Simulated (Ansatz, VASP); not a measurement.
One calculation of Co, two programs

The input POSCAR:

```
Co
1.0
    2.3371579601     -1.5446826214      0.0000000000
    2.3371579601      1.5446826214      0.0000000000
    0.0000000000      0.0000000000      6.3011453754
Co
4
Direct
    0.8500000000      0.1500000000      0.1170000000
    0.6500000000      0.3500000000      0.6170000000
    0.1500000000      0.8500000000      0.8830000000
    0.3500000000      0.6500000000      0.3830000000
```

INCAR.step1

```
SYSTEM = Co
PREC = Accurate ; ENCUT = 520
ISMEAR = 0 ; SIGMA = 0.1
LREAL = .FALSE. ; LASPH = .TRUE.
NELM = 150 ; ISPIN = 2
MAGMOM = 3 3 3 3 ; LMAXMIX = 4
NBANDS = 30 ; GGA = PE
ALGO = Normal ; EDIFF = 1E-4
LWAVE = .TRUE. ; LCHARG = .FALSE.
```

The input INCAR.step2:

```
SYSTEM = Co
PREC = Accurate ; ENCUT = 520
EDIFF = 1E-6 ; ISMEAR = 0
SIGMA = 0.1 ; LREAL = .FALSE.
LASPH = .TRUE. ; NELM = 150
ALGO = Normal ; ISIF = 2
LWAVE = .FALSE. ; LCHARG = .FALSE.
ISPIN = 2 ; MAGMOM = 3 3 3 3
LORBIT = 11 ; LMAXMIX = 4
METAGGA = R2SCAN ; LMIXTAU = .TRUE.
NBANDS = 30 ; ISTART = 1
```

The input KPOINTS:

```
Automatic mesh
0
G
  8 8 4
  0 0 0
```

Input for Ansatz:

```yaml
crystal:
  lattice:
    - [2.3371579601, -1.5446826214, 0.0]
    - [2.3371579601, 1.5446826214, 0.0]
    - [0.0, 0.0, 6.3011453754]
  atoms:
    - { symbol: Co, position: [0.85, 0.15, 0.117], spin: 3.0 }
    - { symbol: Co, position: [0.65, 0.35, 0.617], spin: 3.0 }
    - { symbol: Co, position: [0.15, 0.85, 0.883], spin: 3.0 }
    - { symbol: Co, position: [0.35, 0.65, 0.383], spin: 3.0 }
basis:
  ecutwfc: 500
kpoints:
  mp_grid: { grid: [8, 8, 4] }
hamiltonian:
  xc: r2scan
scf:
  occupations: { method: gaussian, width: 0.1 }
  lower_state_search: "off"
output:
  forces: true
  stress: true
  eigenvalues: true
  populations: true
magnetization:
  spin_polarized: true
```

Alike in both runs: task single point; functional r2SCAN; k mesh 8 × 8 × 4; occupations gaussian, width 0.1 eV; collinear spin.

|  | VASP | Ansatz |
| --- | --- | --- |
| version | VASP 6.6.1 | Ansatz 0.2.0 |
| potentials or method | VASP PAW PBE potentials, release 64 (Co) | scalar-relativistic, plane waves, PAW |
| plane-wave cutoff (eV) | 520 | 500 |
| valence electrons in the cell | 36 | 68 |

Ansatz gave:

* gap on the k mesh at the Fermi level (eV): none
* rms of the force components (eV/Å): 5.651
* net moment per atom (μB): 1.79
* size of the moment on the site where the two differ most (μB): 1.71

Task: Which values does VASP return?

Result: gap on the k mesh at the Fermi level (eV): none; rms of the force components (eV/Å): 4.935; net moment per atom (μB): 1.81; size of the moment on the site where the two differ most (μB): 1.82.

Site moments also hang on the region over which each program counts them. Atom by atom the forces differ by 0.719 eV/Å (rms over components). A gap of «none» marks a metal or a gap that the smearing closes. The two sets of potentials don't hold the same shells in valence. Ansatz warned: «stability_check_not_made».

Caveats: the PAW data sets were made with another functional, which shifts forces and pressure a little (VASP).
